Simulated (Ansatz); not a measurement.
Input of an Ansatz 0.2.0 run:

File input.yaml:

```yaml
crystal:
  lattice:
    - [3.5243661424, 0.0, 0.0]
    - [-1.7621830712, 3.0521906115, 0.0]
    - [0.0, 0.0, 35.1166731675]
  atoms:
    - { symbol: Pb, position: [0.33333333, 0.66666666, 0.2135737621] }
    - { symbol: Pb, position: [0.0, 0.0, 0.2954098301] }
    - { symbol: Pb, position: [0.66666667, 0.33333334, 0.377245898] }
    - { symbol: Pb, position: [0.0, 0.0, 0.459081966] }
    - { symbol: Pb, position: [0.33333333, 0.66666666, 0.540918034] }
    - { symbol: Pb, position: [0.0, 0.0, 0.622754102] }
    - { symbol: Pb, position: [0.66666667, 0.33333334, 0.7045901699] }
    - { symbol: Pb, position: [0.0, 0.0, 0.7864262379] }
hamiltonian:
  xc: pbe
  pseudopotentials: { kind: paw }
  dispersion: d4
kpoints:
  mp_grid: { grid: [9, 9, 1] }
scf:
  occupations: { method: fermi_dirac, width: 0.05 }
output:
  forces: true
  eigenvalues: true
  write_density: true
  write_potential: true
  elf: true
  volumetric_format: npy
relax:
  f_tol: 0.02
  max_steps: 40
  constraints: [{ sites: [0, 1, 2, 3] }]
efield:
  axis: 3
  dipole_correction: true
  ramp_width: 0.04
```

Potentials or basis: Ansatz PAW.

Launch:

```sh
$ ansatz run input.yaml --threads 4 --pin off --max-ram 11264MiB --backend cpu --events-out ev --progress --plain --runs-dir out
```

Task: What does it give for the work function of the upper face?

Result: 3.85 eV.

Task: Estimate the band gap on the k mesh.

Result: None (metal or under the smearing width).

Step by step:
```
step  energy change (eV)  largest force (eV/Å)
   1              0.0000                0.3053
   2             -0.0266                0.2869
   3             -0.0281                0.2859
```

Spin-orbit coupling is left out, which matters for the levels of Pb.
